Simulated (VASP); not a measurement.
# F (Cmce) in VASP: further runs

The runs below take F through single point, with PBEsol.

Program: VASP 6.6.1. These are calculated values, not measurements. Logs are shortened: lines on timing, memory, paths and dates and some standing lists are left out, and cuts for length are marked.

## 1. The cell of the first run

Symmetry: Cmce, No. 64, orthorhombic system. Conventional cell: a = 4.903 Å, b = 3.241 Å, c = 6.610 Å, α = 90.00°, β = 90.00°, γ = 90.00°. F (site symmetry m) has 1 F at 1.83 Å as nearest neighbours.

## 2. Single point, PBEsol (I replaced by F, lengths x 0.646, strained and moved within the space group)

INCAR

```
SYSTEM = F
PREC = Accurate
ENCUT = 520
EDIFF = 1E-6
ISMEAR = 0
SIGMA = 0.02
LREAL = .False.
LASPH = .True.
NELM = 100
ALGO = Fast
ISIF = 2
LWAVE = .False.
LCHARG = .False.
GGA = PS
NBANDS = 22
```

KPOINTS

```
Automatic mesh
0
Gamma
  14 14 6
  0 0 0
```

POSCAR

```
F
1.0
    2.4516282333     -1.6203387152      0.0000000000
    2.4516282333      1.6203387152      0.0000000000
    0.0000000000      0.0000000000      6.6097654368
F
4
Direct
    0.8500000000      0.1500000000      0.1170000000
    0.6500000000      0.3500000000      0.6170000000
    0.1500000000      0.8500000000      0.8830000000
    0.3500000000      0.6500000000      0.3830000000
```

Potentials or basis: VASP PAW PBE potentials, release 64 (F).

Command:

```
$ cat potpaw_PBE.64/F/POTCAR > POTCAR
$ mpirun -np 1 vasp_std > vasp.out
```

OUTCAR:

```text
SYSTEM = F
   PREC = Accurate
   ENCUT = 520
   EDIFF = 1E-6
   ISMEAR = 0
   LREAL = .False.
   LASPH = .True.
   NELM = 100
   ISIF = 2
   GGA = PS

 ion  position               nearest neighbor table
   1  0.850  0.150  0.117-   3 1.83
   2  0.650  0.350  0.617-   4 1.83
   3  0.150  0.850  0.883-   1 1.83
   4  0.350  0.650  0.383-   2 1.83

  LATTYP: Found a base centered orthorhombic cell.
 ALAT       =     3.2406774304
 B/A-ratio  =     1.5130344108
 C/A-ratio  =     2.0396246090

  Lattice vectors:

 A1 = (  -2.4516282333,  -1.6203387152,   0.0000000000)
 A2 = (   2.4516282333,  -1.6203387152,   0.0000000000)
 A3 = (   0.0000000000,   0.0000000000,   6.6097654368)

Analysis of symmetry for initial positions (statically):
=====================================================================
 Subroutine PRICEL returns:
 Original cell was already a primitive cell.

 Routine SETGRP: Setting up the symmetry group for a
 base centered orthorhombic supercell.

 Subroutine GETGRP returns: Found  8 space group operations
 (whereof  4 operations were pure point group operations)
 out of a pool of  8 trial point group operations.

The static configuration has the point symmetry C_2h.
 The point group associated with its full space group is D_2h.

Analysis of symmetry for dynamics (positions and initial velocities):
=====================================================================
 Subroutine PRICEL returns:
 Original cell was already a primitive cell.

 Routine SETGRP: Setting up the symmetry group for a
 base centered orthorhombic supercell.

 Subroutine GETGRP returns: Found  8 space group operations
 (whereof  4 operations were pure point group operations)
 out of a pool of  8 trial point group operations.

The dynamic configuration has the point symmetry C_2h.
 The point group associated with its full space group is D_2h.

 Subroutine INISYM returns: Found  8 space group operations
 (whereof  4 operations are pure point group operations),
 and found     1 'primitive' translations

----------------------------------------------------------------------------------------

                                     Primitive cell

  volume of cell :      52.5142

  direct lattice vectors                    reciprocal lattice vectors
     2.451628233 -1.620338715  0.000000000     0.203946093 -0.308577457  0.000000000
     2.451628233  1.620338715  0.000000000     0.203946093  0.308577457  0.000000000
     0.000000000  0.000000000  6.609765437     0.000000000  0.000000000  0.151291299

  length of vectors
     2.938703549  2.938703549  6.609765437     0.369883841  0.369883841  0.151291299

  position of ions in fractional coordinates (direct lattice)
     0.850000000  0.150000000  0.117000000
     0.650000000  0.350000000  0.617000000
     0.150000000  0.850000000  0.883000000
     0.350000000  0.650000000  0.383000000

  ion indices of the primitive-cell ions
   primitive index   ion index
                 1           1
                 2           2
                 3           3
                 4           4

----------------------------------------------------------------------------------------

 KPOINTS: Automatic mesh

Automatic generation of k-mesh.
 Grid dimensions read from file:
 generate k-points for:   14   14    6

 Generating k-lattice:

  Cartesian coordinates                     Fractional coordinates (reciprocal lattice)
     0.014567578 -0.022041247  0.000000000     0.071428571  0.000000000  0.000000000
     0.014567578  0.022041247  0.000000000     0.000000000  0.071428571  0.000000000
     0.000000000  0.000000000  0.025215217     0.000000000  0.000000000  0.166666667

  Length of vectors
     0.026420274  0.026420274  0.025215217

  Shift w.r.t. Gamma in fractional coordinates (k-lattice)
     0.000000000  0.000000000  0.000000000

 Subroutine IBZKPT returns following result:
 ===========================================

 Found    228 irreducible k-points:

 Following reciprocal coordinates:
            Coordinates               Weight
  0.000000  0.000000  0.000000      1.000000
  0.071429 -0.000000  0.000000      4.000000
  0.142857  0.000000  0.000000      4.000000
  0.214286  0.000000  0.000000      4.000000
  0.285714  0.000000  0.000000      4.000000
  0.357143 -0.000000  0.000000      4.000000
[... 16 lines left out ...]
  0.214286  0.142857  0.000000      4.000000
  0.285714  0.142857  0.000000      4.000000
 [... further k-points ...]
   k-points           NKPTS =    228   k-points in BZ     NKDIM =    228   number of bands    NBANDS=     22
   number of dos      NEDOS =    301   number of ions     NIONS =      4
   total plane-waves  NPLWV =  28800
   dimension x,y,z NGX =    24 NGY =   24 NGZ =   50
   dimension x,y,z NGXF=    48 NGYF=   48 NGZF=  100
   ions per type =               4
   NGX,Y,Z   is equivalent  to a cutoff of  13.58, 13.58, 12.58 a.u.
   NGXF,Y,Z  is equivalent  to a cutoff of  27.15, 27.15, 25.15 a.u.
 SYSTEM =  F
   PREC   = accura    normal or accurate (medium, high low for compatibility)
   ISTART =      0    job   : 0-new  1-cont  2-samecut
   ICHARG =      2    charge: 1-file 2-atom 10-const
   ISPIN  =      1    spin polarized calculation?
   LNONCOLLINEAR =      F non collinear calculations
   LSORBIT =      F    spin-orbit coupling
   LASPH  =      T    aspherical Exc in radial PAW
   ENCUT  =  520.0 eV  38.22 Ry    6.18 a.u.   5.46  5.46 12.29*2*pi/ulx,y,z
   NELM   =    100;   NELMIN=  2; NELMDL= -5     # of ELM steps
   EDIFF  = 0.1E-05   stopping-criterion for ELM
   LREAL  =      F    real-space projection
   EDIFFG = 0.1E-04   stopping-criterion for IOM
   NSW    =      0    number of steps for IOM
   IBRION =     -1    ionic relax: 0-MD 1-quasi-New 2-CG
   NFREE  =      0    steps in history (QN), initial steepest desc. (CG)
   ISIF   =      2    stress and relaxation
   ISYM   =      2    0-nonsym 1-usesym 2-fastsym
   POTIM  = 0.5000    time-step for ionic-motion
   TEBEG  =    0.0;   TEEND  =   0.0 temperature during run
   PSTRESS=    0.0 pullay stress
   NELECT =      28.0000    total number of electrons
   NUPDOWN=      -1.0000    fix difference up-down
   EMIN   =  10.00;   EMAX   =-10.00  energy-range for DOS
   EFERMI =   0.00;   METHOD = LEGACY
   ISMEAR =     0;   SIGMA  =   0.02  broadening in eV -4-tet -1-fermi 0-gaus
   EFERMI_NEDOS =   21; number of points for ismear=-14 and -15
   IALGO  =     68    algorithm
   IMIX   =      4    mixing-type and parameters
     AMIX     =   0.40;   BMIX     =  1.00
     AMIX_MAG =   1.60;   BMIX_MAG =  1.00
  volume/ion in A,a.u.               =      13.13        88.60
  Fermi-wavevector in a.u.,A,eV,Ry     =   1.327503  2.508616 23.977043  1.762263
  Thomas-Fermi vector in A             =   2.456810
   LORBIT       =      0    0 simple, 1 ext, 2 COOP (PROOUT), +10 PAW based schemes
   GGA     = PS    functional components
   LHFCALC =     F    Hartree Fock is set to
   AEXX    =    0.0000 exact exchange contribution
   IVDW    =     0    specifies the selected vdW correction
   LEPSILON=     F    determine dielectric tensor
   LRPA    =     F    only Hartree local field effects (RPA)
 non-spin polarized calculation
 RMM-DIIS sequential band-by-band and
 Gauss-broadening in eV      SIGMA  =   0.02
  energy-cutoff  :      520.00
  volume of cell :       52.51
 maximum number of plane-waves:      1433
 NGX is ok and might be reduce to    24
   NGX = 11   NGY = 11   NGZ = 25

 number of electron      28.0000004 magnetization

 Free energy of the ion-electron system (eV)
  ---------------------------------------------------
  ext. energy  EPLUGINS =         0.00000000
  ---------------------------------------------------
  free energy    TOTEN  =        -5.57520141 eV

  energy without entropy =       -5.57520141  energy(sigma->0) =       -5.57520141

 E-fermi :  -5.0167     XC(G=0):  -8.9821

 val. band max:       -5.1481504855   @ k =   0.0000   0.0000   0.0000
 cond. band min:      -4.8509164171   @ k =   0.0714  -0.0000   0.0000
 fundamental gap:      0.2972340685
 Fermi energy:        -5.0167131370

 k-point     1 :       0.0000    0.0000    0.0000
  band No.  band energies     occupation
      1     -26.6529      2.00000
      2     -26.0573      2.00000
      3     -24.8015      2.00000
      4     -24.0370      2.00000
      5      -9.2779      2.00000
      6      -8.4260      2.00000
[... 14 lines left out ...]
     21      18.2919      0.00000
     22      18.5180      0.00000

 k-point     2 :       0.0714   -0.0000    0.0000
  band No.  band energies     occupation
      1     -26.6331      2.00000
      2     -26.0505      2.00000
      3     -24.7904      2.00000
      4     -24.0464      2.00000
      5      -9.2752      2.00000
      6      -8.4562      2.00000
[... 14 lines left out ...]
     21      17.6406      0.00000
     22      18.4996      0.00000

 k-point     3 :       0.1429    0.0000    0.0000
  band No.  band energies     occupation
      1     -26.5757      2.00000
      2     -26.0326      2.00000
      3     -24.7594      2.00000
      4     -24.0736      2.00000
      5      -9.2714      2.00000
      6      -8.5449      2.00000
[... 14 lines left out ...]
     21      16.5360      0.00000
     22      18.2253      0.00000

 k-point     4 :       0.2143    0.0000    0.0000
  band No.  band energies     occupation
      1     -26.4871      2.00000
      2     -26.0095      2.00000
      3     -24.7107      2.00000
      4     -24.1185      2.00000
      5      -9.2756      2.00000
      6      -8.6839      2.00000
[... 14 lines left out ...]
     21      15.5688      0.00000
     22      17.0378      0.00000

 k-point     5 :       0.2857    0.0000    0.0000
  band No.  band energies     occupation
      1     -26.3777      2.00000
      2     -25.9911      2.00000
      3     -24.6488      2.00000
      4     -24.1791      2.00000
      5      -9.2926      2.00000
      6      -8.8543      2.00000
[... 14 lines left out ...]
     21      15.3565      0.00000
     22      15.8858      0.00000

 k-point     6 :       0.3571   -0.0000    0.0000
  band No.  band energies     occupation
      1     -26.2615      2.00000
      2     -25.9885      2.00000
      3     -24.5771      2.00000
      4     -24.2522      2.00000
      5      -9.3128      2.00000
      6      -9.0276      2.00000
[... 14 lines left out ...]
     21      14.7439      0.00000
     22      14.8982      0.00000

 k-point     7 :       0.4286    0.0000    0.0000
  band No.  band energies     occupation
      1     -26.1536      2.00000
      2     -26.0124      2.00000
      3     -24.4988      2.00000
      4     -24.3330      2.00000
      5      -9.3132      2.00000
      6      -9.1733      2.00000
[... 324 lines left out ...]
      6      -8.6613      2.00000
[... 14 lines left out ...]
     21      15.5741      0.00000
     22      17.4391      0.00000

 k-point    21 :      -0.0714    0.0714    0.0000
  band No.  band energies     occupation
      1     -26.5928      2.00000
      2     -26.0429      2.00000
      3     -24.7700      2.00000
      4     -24.0743      2.00000
      5      -9.2811      2.00000
      6      -8.5341      2.00000
[... 14 lines left out ...]
     21      16.5950      0.00000
     22      18.4523      0.00000

 k-point    22 :       0.1429    0.1429    0.0000
  band No.  band energies     occupation
      1     -26.5839      2.00000
      2     -26.0124      2.00000
      3     -24.7571      2.00000
      4     -24.0310      2.00000
      5      -9.2307      2.00000
      6      -8.4632      2.00000
[... 14 lines left out ...]
     21      18.0617      0.00000
     22      18.1006      0.00000

 k-point    23 :       0.2143    0.1429    0.0000
  band No.  band energies     occupation
      1     -26.5345      2.00000
      2     -25.9878      2.00000
      3     -24.7277      2.00000
      4     -24.0384      2.00000
      5      -9.2112      2.00000
      6      -8.5096      2.00000
[... 14 lines left out ...]
     21      17.0839      0.00000
     22      17.4383      0.00000

 k-point    24 :       0.2857    0.1429    0.0000
  band No.  band energies     occupation
      1     -26.4570      2.00000
      2     -25.9610      2.00000
      3     -24.6848      2.00000
      4     -24.0677      2.00000
      5      -9.2038      2.00000
      6      -8.6116      2.00000
[... 14 lines left out ...]
     21      15.9831      0.00000
     22      16.4111      0.00000

 [... further k-points ...]

------------------------ aborting loop because EDIFF is reached ----------------------------------------

  FORCE on cell =-STRESS in cart. coord.  units (eV):
  Direction    XX          YY          ZZ          XY          YZ          ZX
  --------------------------------------------------------------------------------------
  -------------------------------------------------------------------------------------
  Total        0.6160129     -4.9366097    -10.3654984      0.0000000      0.0000000      0.0000000
  in kB       18.7942024   -150.6131551   -316.2454636      0.0000000      0.0000000      0.0000000
  external PRESSURE =    -149.3548054 kB  Pullay stress =       0.0000000 kB

 VOLUME and BASIS-vectors are now :
 -----------------------------------------------------------------------------
  energy-cutoff  :      520.00
  volume of cell :       52.51
      direct lattice vectors                 reciprocal lattice vectors
     2.451628233 -1.620338715  0.000000000     0.203946093 -0.308577457  0.000000000
     2.451628233  1.620338715  0.000000000     0.203946093  0.308577457  0.000000000
     0.000000000  0.000000000  6.609765437     0.000000000  0.000000000  0.151291299

 POSITION                                       TOTAL-FORCE (eV/Angst)
 -----------------------------------------------------------------------------------
      2.45163     -1.13424      0.77334         0.000000     -1.620636     -1.930573
      2.45163     -0.48610      4.07823         0.000000      1.620636     -1.930573
      2.45163      1.13424      5.83642         0.000000      1.620636      1.930573
      2.45163      0.48610      2.53154         0.000000     -1.620636      1.930573
 -----------------------------------------------------------------------------------
    total drift:                                0.000000     -0.000000     -0.000000

  FREE ENERGIE OF THE ION-ELECTRON SYSTEM (eV)
  ---------------------------------------------------
  free  energy   TOTEN  =        -5.5752014131 eV

  energy  without entropy=       -5.5752014131  energy(sigma->0) =       -5.57520141
```

Run time: 70 s. Hardware: 1 thread of Intel Xeon 6975P-C (Granite Rapids), shared host; peak memory 0.29 GiB.

What came out:

* Free energy: -5.5752 eV
* Pressure: -14.9 GPa
* Largest force: 2.521 eV/Å
* Band gap on the k mesh: 0.30 eV, indirect (least direct gap 0.31 eV)

Forces in eV/Å, atoms in the order of the input:
```
F    0.000 -1.621 -1.931
F    0.000  1.621 -1.931
F    0.000  1.621  1.931
F    0.000 -1.621  1.931
```

Stress tensor (GPa, compression positive):
```
  1.88   0.00   0.00
  0.00 -15.06   0.00
  0.00   0.00 -31.62
```

Caveat: the PAW data sets were made with another functional, which shifts forces and pressure a little.

## 3. Single point, PBEsol (I replaced by F, lengths x 0.646, strained and moved within the space group)

INCAR

```
SYSTEM = F
PREC = Accurate ; ENCUT = 520
EDIFF = 1E-6 ; ISMEAR = 0
SIGMA = 0.1 ; LREAL = .FALSE.
LASPH = .TRUE. ; NELM = 100
ALGO = Normal ; ISIF = 2
LWAVE = .FALSE. ; LCHARG = .TRUE.
GGA = PS ; LELF = .TRUE.
LVHAR = .TRUE. ; NBANDS = 22
```

KPOINTS

```
regular mesh
0
G
  6 6 4
  0 0 0
```

POSCAR is that of step 2.

Potentials or basis: VASP PAW PBE potentials, release 64 (F).

Command:

```
$ cat potpaw_PBE.64/F/POTCAR > POTCAR
$ mpirun -np 1 vasp_std > vasp.out
```

Wall time 12 s (1 thread of Intel Xeon 6975P-C (Granite Rapids), shared host); peak memory 0.18 GiB.

Results (log left out):

- Free energy: -5.5750 eV
- Pressure: -14.9 GPa
- Largest force: 2.520 eV/Å
- Band gap on the k mesh: 0.30 eV, indirect (least direct gap 0.31 eV)

Forces on the atoms (eV/Å):
```
F    0.000 -1.622 -1.929
F    0.000  1.622 -1.929
F    0.000  1.622  1.929
F    0.000 -1.622  1.929
```

Stress tensor (GPa, compression positive):
```
  1.90   0.00   0.00
  0.00 -15.03   0.00
  0.00   0.00 -31.58
```

Levels at points of the mesh, in eV from the valence-band top:
```csv
k point,band 11,band 12,band 13,band 14,band 15,band 16,band 17,band 18
"(0.00, 0.00, 0.00)",-0.71,-0.42,-0.05,0.00,0.31,0.88,11.15,14.28
"(0.50, 0.00, 0.00)",-0.93,-0.93,-0.27,-0.27,0.85,0.85,16.13,16.13
"(0.50, 0.50, 0.00)",-1.18,-1.02,-0.51,-0.15,0.30,0.75,16.92,17.29
"(0.00, 0.00, 0.50)",-0.76,-0.76,-0.02,-0.02,0.55,0.55,12.15,12.15
"(0.50, 0.00, 0.50)",-0.49,-0.49,-0.12,-0.12,0.61,0.61,16.47,16.47
"(0.50, 0.50, 0.50)",-0.88,-0.88,-0.54,-0.54,0.52,0.52,17.16,17.16
```

Caveat: the PAW data sets were made with another functional, which shifts forces and pressure a little. A k mesh can miss the band edges.
